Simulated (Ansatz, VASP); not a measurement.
**LiCl in VASP and in Ansatz**

```
Li Cl
1.0
     0.00000    2.56476    2.56476
     2.56476    0.00000    2.56476
     2.56476    2.56476    0.00000
Li Cl
1 1
Cartesian
  0.0000 0.0000 0.0000
  2.5648 2.5648 2.5648
```

Alike in both runs: task single point; functional r2SCAN; k mesh 6 × 6 × 6; occupations gaussian, width 0.1 eV; no spin polarisation.

```csv
,VASP,Ansatz
version,VASP 6.6.1,Ansatz 0.2.0
potentials or method,"VASP PAW PBE potentials, release 64 (Li_sv, Cl)","scalar-relativistic, plane waves, PAW"
plane-wave cutoff (eV),520,500
valence electrons in the cell,10,10
```

```tsv
	VASP	Ansatz	Ansatz less VASP
gap on the k mesh at the Fermi level (eV)	7.30	7.23	-0.068
least direct gap on the mesh (eV)	7.30	7.23	-0.068
```

With one functional, cell and mesh, what is left measures potentials, basis and numerics.

Caveats: the PAW data sets were made with another functional, which shifts forces and pressure a little (VASP). r2SCAN opens gaps a little over a GGA but as a rule still falls short of measured ones. A k mesh can miss the band edges.
